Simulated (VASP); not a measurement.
# MoS2 (Fm-3m): band edges, masses and strain

Wanted: where the band edges of MoS2 lie, how heavy the carriers are and how strain moves the gap. The cell is generated by rule, not measured, and may not be a known phase.

Main program and level: VASP 6.6.1; PBE, no spin polarisation; plane waves and PAW (Mo_sv, S), in the first sound run; inputs show where later runs differ.

The structure was built from a prototype and need not be the compound's stable phase.

**1. Set-up**

It takes space group Fm-3m (No. 225, cubic). Conventional cell: a = 5.980 Å, b = 5.980 Å, c = 5.980 Å, α = 90.00°, β = 90.00°, γ = 90.00°. Mo has 8 S at 2.59 Å nearest. Nearest to S lie 4 Mo at 2.59 Å. Farther neighbours and most contacts between anions are not listed.

**2. Relaxation of the atoms**

The cell is kept as given; the atoms are relaxed first, so that no residual force shifts the band edges.

The input, INCAR:

```
SYSTEM = MoS2
PREC = Accurate
ENCUT = 400
EDIFF = 1E-06
NELM = 100
ISMEAR = 0
SIGMA = 0.02
LREAL = .FALSE.
ALGO = Normal
GGA = PE
NBANDS = 19
LORBIT = 11
LWAVE = .FALSE.
LCHARG = .FALSE.
KPAR = 4
IBRION = 2
NSW = 40
ISIF = 2
EDIFFG = -0.005
```

The input, POSCAR:

```
MoS2
1.0
    0.0000000000      2.9902100000      2.9902100000
    2.9902100000      0.0000000000      2.9902100000
    2.9902100000      2.9902100000      0.0000000000
Mo S
1 2
Direct
    0.0000000000      0.0000000000      0.0000000000
    0.2500000000      0.2500000000      0.2500000000
    0.7500000000      0.7500000000      0.7500000000
```

The input, KPOINTS:

```
Automatic mesh
0
Gamma
8 8 8
0 0 0
```

Potentials, in the order of the species: Mo_sv and S (PBE family, release 64).

The run is started by

```bash
mpirun -np 4 vasp_std
```

Output:

```text
[banner, memory and clock lines left out]
running    4 mpi-ranks, on    1 nodes
 distrk:  each k-point on    1 cores,    4 groups
 distr:  one band on    1 cores,    1 groups

 POSCAR found type information on POSCAR MoS
 POSCAR found :  2 types and       3 ions
 LDA part: xc-table for (Slater+PW92), standard interpolation
 POSCAR, INCAR and KPOINTS ok, starting setup
 FFT: planning ... GRIDC
 FFT: planning ... GRID_SOFT
 FFT: planning ... GRID
 WAVECAR not read
 entering main loop
       N       E                     dE             d eps       ncg     rms          rms(c)
DAV:   1     0.143969300328E+03    0.14397E+03   -0.11856E+04  1126   0.107E+03
DAV:   2    -0.156192476553E+02   -0.15959E+03   -0.15670E+03  1372   0.286E+02
DAV:   3    -0.212293720541E+02   -0.56101E+01   -0.55100E+01  1353   0.492E+01
DAV:   4    -0.212977414153E+02   -0.68369E-01   -0.68025E-01  1366   0.558E+00
DAV:   5    -0.212987342658E+02   -0.99285E-03   -0.99275E-03  1369   0.628E-01    0.169E+01
DAV:   6    -0.206096280068E+02    0.68911E+00   -0.26351E+01  1155   0.229E+01    0.965E+00
DAV:   7    -0.195691834197E+02    0.10404E+01   -0.98416E+00  1171   0.143E+01    0.575E+00
DAV:   8    -0.195209211783E+02    0.48262E-01   -0.70377E-01  1192   0.440E+00    0.147E+00
DAV:   9    -0.195065124959E+02    0.14409E-01   -0.80609E-02  1211   0.124E+00    0.363E-01
DAV:  10    -0.195065670610E+02   -0.54565E-04   -0.16566E-03  1327   0.277E-01    0.177E-01
DAV:  11    -0.195066691348E+02   -0.10207E-03   -0.47699E-04  1331   0.127E-01    0.360E-02
DAV:  12    -0.195066837004E+02   -0.14566E-04   -0.23189E-04  1339   0.580E-02    0.302E-02
DAV:  13    -0.195066834059E+02    0.29448E-06   -0.10664E-04  1225   0.443E-02    0.144E-02
DAV:  14    -0.195066804612E+02    0.29448E-05   -0.18035E-05  1268   0.196E-02    0.321E-03
DAV:  15    -0.195066806790E+02   -0.21780E-06   -0.57054E-07   783   0.415E-03
   1 F= -.19506681E+02 E0= -.19506151E+02  d E =-.195067E+02
 curvature:   0.00 expect dE= 0.000E+00 dE for cont linesearch  0.000E+00
 trial: gam= 0.00000 g(F)=  0.457E-47 g(S)=  0.000E+00 ort = 0.000E+00 (trialstep = 0.100E+01)
 search vector abs. value=  0.100E-09
 reached required accuracy - stopping structural energy minimisation
```

The job ended after 8.2 s (4 MPI ranks of AMD EPYC 7R43, shared host; peak memory 0.5 GiB; 30 s of CPU time).

Lines that name or quote the potential files are left out of all logs, and their timing lines are given in words.

From OUTCAR (step 2):

```text
ion  position               nearest neighbor table
   1  0.000  0.000  0.000-   2 2.59   3 2.59   3 2.59   3 2.59   3 2.59   2 2.59   2 2.59   2 2.59

  LATTYP: Found a face centered cubic cell.
 ALAT       =     5.9804200000

 Subroutine GETGRP returns: Found 48 space group operations
 (whereof 48 operations were pure point group operations)

The static configuration has the point symmetry O_h .

 Found     29 irreducible k-points:

   k-points           NKPTS =     29   k-points in BZ     NKDIM =     29   number of bands    NBANDS=     19

   dimension x,y,z NGX =    28 NGY =   28 NGZ =   28
   dimension x,y,z NGXF=    56 NGYF=   56 NGZF=   56

   ENCUT  =  400.0 eV  29.40 Ry    5.42 a.u.   6.90  6.90  6.90*2*pi/ulx,y,z

   NELECT =      26.0000    total number of electrons

 k-points in reciprocal lattice and weights: Automatic mesh
   0.00000000  0.00000000  0.00000000       0.002
   0.12500000  0.00000000  0.00000000       0.016
   0.25000000  0.00000000  0.00000000       0.016
   0.37500000  0.00000000  0.00000000       0.016
   0.50000000  0.00000000  0.00000000       0.008
   0.12500000  0.12500000  0.00000000       0.012
   0.25000000  0.12500000  0.00000000       0.047
   0.37500000  0.12500000  0.00000000       0.047
   0.50000000  0.12500000  0.00000000       0.047
[...]
-0.37500000  0.50000000  0.12500000       0.023
  -0.25000000  0.50000000  0.25000000       0.012

 average (electrostatic) potential at core
       1 -74.3546       2 -84.3559       3 -84.3559

 E-fermi :   7.6247

 k-point     1 :       0.0000    0.0000    0.0000
  band No.  band energies     occupation
    ...
     10       6.7719      2.00000
     11       6.7719      2.00000
     12       7.0674      2.00000
     13       7.0674      2.00000
     14       7.0674      2.00000
     15      11.4745      0.00000
     16      11.4745      0.00000
     17      11.4745      0.00000
     18      12.7725      0.00000
     19      12.7725      0.00000

 k-point     2 :       0.1250    0.0000    0.0000
  band No.  band energies     occupation
    ...
      8       2.0404      2.00000
      9       2.3792      2.00000
     10       6.0455      2.00000
     11       6.0455      2.00000
     12       6.5437      2.00000
     13       7.6769      0.00022
     14       7.6769      0.00022
     15      10.4181      0.00000
     16      11.1152      0.00000
     17      11.1152      0.00000
    ...

 k-point     3 :       0.2500    0.0000    0.0000
  band No.  band energies     occupation
    ...
      8       2.3250      2.00000
      9       3.3701      2.00000
     10       5.3500      2.00000
     11       5.3500      2.00000
     12       5.4342      2.00000
     13       7.8303      0.00000
     14       7.8303      0.00000
     15       9.3689      0.00000
     16      10.9276      0.00000
     17      10.9276      0.00000
    ...

  Total       -2.2532290     -2.2532290     -2.2532290     -0.0000000     -0.0000000     -0.0000000
  in kB      -67.5119812    -67.5119812    -67.5119812     -0.0000000     -0.0000000     -0.0000000
  external PRESSURE =     -67.5119812 kB  Pullay stress =       0.0000000 kB

  energy-cutoff  :      400.00
  volume of cell :       53.47
      direct lattice vectors                 reciprocal lattice vectors
     0.000000000  2.990210000  2.990210000    -0.167212336  0.167212336  0.167212336
     2.990210000  0.000000000  2.990210000     0.167212336 -0.167212336  0.167212336
     2.990210000  2.990210000  0.000000000     0.167212336  0.167212336 -0.167212336

 POSITION                                       TOTAL-FORCE (eV/Angst)
 -----------------------------------------------------------------------------------
      0.00000      0.00000      0.00000         0.000000     -0.000000      0.000000
      1.49510      1.49510      1.49510        -0.000000      0.000000     -0.000000
      4.48531      4.48531      4.48531        -0.000000      0.000000      0.000000
 -----------------------------------------------------------------------------------
    total drift:                               -0.000000     -0.000000      0.000000

  FREE ENERGIE OF THE ION-ELECTRON SYSTEM (eV)
  ---------------------------------------------------
  free  energy   TOTEN  =       -19.5066806790 eV

  energy  without entropy=      -19.5056213910  energy(sigma->0) =      -19.50615103

 reached required accuracy - stopping structural energy minimisation

 total charge
# of ion       s       p       d       tot
------------------------------------------
    1        2.250   6.129   3.794  12.172
    2        1.361   2.292   0.000   3.652
    3        1.361   2.292   0.000   3.652
--------------------------------------------------
tot          4.971  10.712   3.794  19.477

[... 3 further parts left out ...]
```

This run has no spin polarisation, although Mo can carry a moment. LASPH is off, so gradient terms of the non-spherical density inside the spheres are left out; for open d or f shells this can shift gaps and moments. The run keeps the 48 symmetry operations of its start, so it cannot find a distortion of lower symmetry.

The forces vanish from the start, and no atom moves.

This step gave:

```yaml
scf_cycles: 15
electrons: 26
bands: 19
irreducible_k_points: 29
symmetry_operations: 48
free_energy_toten: -19.51 eV
energy_at_zero_smearing: -19.51 eV
fermi_energy: 7.625 eV
pressure: -6.751 GPa
metallic: yes
```

**3. Bands on a dense mesh**

A dense even mesh and a path are solved together, since either alone can miss a band edge.

Changes to INCAR since step 2:

```diff
@@ -10,3 +10,3 @@
 GGA = PE
-NBANDS = 19
+NBANDS = 26
 LORBIT = 11
@@ -15,5 +15,2 @@
 KPAR = 4
-IBRION = 2
-NSW = 40
 ISIF = 2
-EDIFFG = -0.005
```

POSCAR is that of step 2.

The input, KPOINTS:

```
Automatic mesh
0
Gamma
12 12 12
0 0 0
```

The input, KPOINTS_OPT:

```
Line mode
24
Line-mode
Reciprocal
  0.00000000   0.00000000   0.00000000 GAMMA
  0.50000000   0.00000000   0.50000000 X

  0.50000000   0.00000000   0.50000000 X
  0.50000000   0.25000000   0.75000000 W

  0.50000000   0.25000000   0.75000000 W
  0.37500000   0.37500000   0.75000000 K

  0.37500000   0.37500000   0.75000000 K
  0.00000000   0.00000000   0.00000000 GAMMA

  0.00000000   0.00000000   0.00000000 GAMMA
  0.50000000   0.50000000   0.50000000 L

  0.50000000   0.50000000   0.50000000 L
  0.62500000   0.25000000   0.62500000 U

  0.62500000   0.25000000   0.62500000 U
  0.50000000   0.25000000   0.75000000 W

  0.50000000   0.25000000   0.75000000 W
  0.50000000   0.50000000   0.50000000 L

  0.50000000   0.50000000   0.50000000 L
  0.37500000   0.37500000   0.75000000 K

  0.62500000   0.25000000   0.62500000 U
  0.50000000   0.00000000   0.50000000 X
```

The run is started by

```bash
mpirun -np 4 vasp_std
```

Output:

```text
[... set-up lines as in an earlier step ...]
 entering main loop
       N       E                     dE             d eps       ncg     rms          rms(c)
DAV:   1     0.144098511601E+03    0.14410E+03   -0.11164E+04  3784   0.775E+02
DAV:   2    -0.158058886442E+02   -0.15990E+03   -0.15392E+03  4592   0.232E+02
DAV:   3    -0.212554802486E+02   -0.54496E+01   -0.53924E+01  4488   0.395E+01
DAV:   4    -0.212991800301E+02   -0.43700E-01   -0.43678E-01  4546   0.393E+00
DAV:   5    -0.212996821487E+02   -0.50212E-03   -0.50207E-03  4532   0.418E-01    0.169E+01
DAV:   6    -0.206073530166E+02    0.69233E+00   -0.21289E+01  3862   0.167E+01    0.948E+00
DAV:   7    -0.195779467027E+02    0.10294E+01   -0.88392E+00  3852   0.105E+01    0.575E+00
DAV:   8    -0.195322964261E+02    0.45650E-01   -0.51260E-01  3986   0.295E+00    0.138E+00
DAV:   9    -0.195211860162E+02    0.11110E-01   -0.38925E-02  4162   0.804E-01    0.270E-01
DAV:  10    -0.195211148351E+02    0.71181E-04   -0.38456E-03  4124   0.296E-01    0.123E-01
DAV:  11    -0.195212011308E+02   -0.86296E-04   -0.20271E-04  3978   0.648E-02    0.428E-02
DAV:  12    -0.195212383674E+02   -0.37237E-04   -0.37059E-05  3996   0.290E-02    0.904E-03
DAV:  13    -0.195212413878E+02   -0.30205E-05   -0.57559E-06  4068   0.106E-02    0.521E-03
DAV:  14    -0.195212417661E+02   -0.37828E-06   -0.47506E-07  3292   0.317E-03
   1 F= -.19521242E+02 E0= -.19520842E+02  d E =-.799892E-03
 Start KPOINTS_OPT (optional k-point list driver)
k-point batch [1-72\240]
       N       E                     dE             ncg
DAV:   1    -0.495504065876E+04   -0.52948E+05     3848
DAV:   2    -0.162153248795E+05   -0.11260E+05     4554
DAV:   3    -0.165540099511E+05   -0.33869E+03     4458
DAV:   4    -0.165568457648E+05   -0.28358E+01     4530
DAV:   5    -0.165568804979E+05   -0.34733E-01     4660
DAV:   6    -0.165568811024E+05   -0.60452E-03     4558
DAV:   7    -0.165568811150E+05   -0.12550E-04     4622
DAV:   8    -0.165568811152E+05   -0.25662E-06     3192
[...]
k-point batch [217-240\240]
       N       E                     dE             ncg
DAV:   1     0.335874985702E+05   -0.20765E+05     1296
DAV:   2     0.298749646421E+05   -0.37125E+04     1532
DAV:   3     0.297612739470E+05   -0.11369E+03     1532
DAV:   4     0.297602906276E+05   -0.98332E+00     1544
DAV:   5     0.297602784126E+05   -0.12215E-01     1582
DAV:   6     0.297602781988E+05   -0.21376E-03     1526
DAV:   7     0.297602781944E+05   -0.44743E-05     1528
DAV:   8     0.297602781943E+05   -0.89924E-07     1140
```

Wall time 52 s (4 MPI ranks); peak memory 0.88 GiB; 3.4 min of CPU time.

Parts of OUTCAR (step 3):

```text
The static configuration has the point symmetry O_h .

 Found     72 irreducible k-points:

   k-points           NKPTS =     72   k-points in BZ     NKDIM =     72   number of bands    NBANDS=     26

   NELECT =      26.0000    total number of electrons

 E-fermi :   7.6324

 k-point     1 :       0.0000    0.0000    0.0000
  band No.  band energies     occupation
    ...
     10       6.7842      2.00000
     11       6.7842      2.00000
     12       7.0556      2.00000
     13       7.0556      2.00000
     14       7.0556      2.00000
     15      11.4830      0.00000
     16      11.4830      0.00000
     17      11.4830      0.00000
     18      12.7715      0.00000
     19      12.7715      0.00000
    ...

 k-point     2 :       0.0833    0.0000    0.0000
  band No.  band energies     occupation
    ...
     10       6.3197      2.00000
     11       6.3197      2.00000
     12       6.8101      2.00000
     13       7.4747      2.00000
     14       7.4747      2.00000
     15      10.8676      0.00000
     16      11.2779      0.00000
     17      11.2779      0.00000
     18      13.0894      0.00000
     19      13.0894      0.00000
    ...

  Total       -2.3347504     -2.3347504     -2.3347504      0.0000000     -0.0000000     -0.0000000
  in kB      -69.9545530    -69.9545530    -69.9545530      0.0000000     -0.0000000     -0.0000000
  external PRESSURE =     -69.9545530 kB  Pullay stress =       0.0000000 kB

 POSITION                                       TOTAL-FORCE (eV/Angst)
 -----------------------------------------------------------------------------------
      0.00000      0.00000      0.00000        -0.000000     -0.000000      0.000000
      1.49510      1.49510      1.49510        -0.000000     -0.000000     -0.000000
      4.48531      4.48531      4.48531         0.000000      0.000000      0.000000
 -----------------------------------------------------------------------------------
    total drift:                               -0.000000     -0.000000      0.000000

  FREE ENERGIE OF THE ION-ELECTRON SYSTEM (eV)
  ---------------------------------------------------
  free  energy   TOTEN  =       -19.5212417661 eV

  energy  without entropy=      -19.5204418738  energy(sigma->0) =      -19.52084182

 total charge
# of ion       s       p       d       tot
------------------------------------------
    1        2.251   6.129   3.797  12.177
    2        1.360   2.289   0.000   3.649
    3        1.360   2.289   0.000   3.649
--------------------------------------------------
tot          4.971  10.707   3.797  19.475

[... 6 parts as in an earlier step ...]

[... 6 further parts left out ...]
```

This step gave:

```
SCF cycles              : 14
bands                   : 26
irreducible k-points    : 72
free energy (TOTEN)     : -19.52 eV
energy at zero smearing : -19.52 eV
Fermi energy            : 7.632 eV
pressure                : -6.995 GPa
```

Electronic bands along the path, in eV, zero at the Fermi level; # counts the bands kept, so #1 is VASP's band 7:

```csv
point,#4,#5,#6,#7,#8,#9,#10,#11
Γ,-0.85,-0.85,-0.58,-0.58,-0.58,3.85,3.85,3.85
0.52 of the way,-3.05,-1.22,-1.22,-0.40,-0.01,2.54,2.54,3.46
X,-2.39,-2.39,-0.59,0.07,0.77,1.44,3.17,3.17
0.52 of the way,-2.74,-2.35,-0.24,0.17,0.59,1.49,2.45,3.40
W,-3.57,-2.32,-0.09,0.40,0.45,1.76,1.76,3.59
0.48 of the way,-3.20,-2.27,-0.10,0.24,0.29,1.63,2.22,3.42
K,-3.05,-2.21,-0.13,0.07,0.20,1.61,2.73,3.04
0.48 of the way,-3.31,-3.29,-1.11,-0.49,0.64,1.98,2.51,3.42
Γ,-0.85,-0.85,-0.58,-0.58,-0.58,3.85,3.85,3.85
0.52 of the way,-2.33,-2.33,-2.30,0.18,0.18,1.68,3.31,3.31
L,-2.94,-2.84,-2.84,-0.42,-0.42,1.35,3.62,3.62
0.48 of the way,-3.09,-2.23,-1.77,-0.13,-0.07,1.58,3.11,3.30
U,-3.05,-2.21,-0.13,0.07,0.20,1.61,2.73,3.04
0.52 of the way,-3.20,-2.27,-0.10,0.24,0.29,1.63,2.22,3.42
W,-3.57,-2.32,-0.09,0.40,0.45,1.76,1.76,3.59
0.48 of the way,-3.27,-2.15,-1.29,-0.05,0.06,1.68,2.84,3.28
L,-2.94,-2.84,-2.84,-0.42,-0.42,1.35,3.62,3.62
0.52 of the way,-3.12,-2.20,-1.61,-0.10,-0.02,1.62,3.04,3.26
K,-3.05,-2.21,-0.13,0.07,0.20,1.61,2.73,3.04
jump to U,-3.05,-2.21,-0.13,0.07,0.20,1.61,2.73,3.04
0.48 of the way,-2.58,-2.34,-0.38,0.10,0.62,1.47,2.95,3.10
X,-2.39,-2.39,-0.59,0.07,0.77,1.44,3.17,3.17
```

Of the projections kept (Mo, S), the largest for each band there; the rest of the weight can lie on other orbitals:

```csv
point,#4,#5,#6,#7,#8,#9,#10,#11
Γ,Mo 1.00,Mo 1.00,S 0.96,S 0.96,S 0.96,Mo 0.77,Mo 0.77,Mo 0.77
X,Mo 0.63,Mo 0.63,Mo 0.96,Mo 1.00,S 1.00,Mo 0.89,S 0.51,S 0.51
W,S 0.66,Mo 0.65,Mo 1.00,Mo 0.90,S 1.00,Mo 0.80,Mo 0.80,S 0.54
K,Mo 0.57,Mo 0.54,Mo 0.94,S 0.91,Mo 0.96,Mo 0.85,Mo 0.52,Mo 0.61
Γ,Mo 1.00,Mo 1.00,S 0.96,S 0.96,S 0.96,Mo 0.77,Mo 0.77,Mo 0.77
L,S 0.97,S 0.92,S 0.92,Mo 1.00,Mo 1.00,Mo 0.85,Mo 0.73,Mo 0.73
```

At -7.0 GPa the cell is away from the equilibrium volume of this level: left free, it would shrink.

(Continued in part 2 of 3.)

[Lines on the potential files, build, host, timing and source positions are cut from VASP's logs without a mark.]

[Logs are printed without paths, hosts, clocks, repeated set-up lines and the standing remarks that a program may print on its own settings, such as how far it seeks lower states.]

[Hosts, paths, dates, database ids (printed as entryN), source tags and the programs' standing remarks are cut or masked in the printed files.]

[In band tables of VASP the shares of atoms and orbitals are scaled to a sum of 1 inside the atoms' spheres.]

[Gaps and slopes under strain along one axis are those of the sampled path and mesh points; where strain splits equal valleys, another of them can be the edge.]
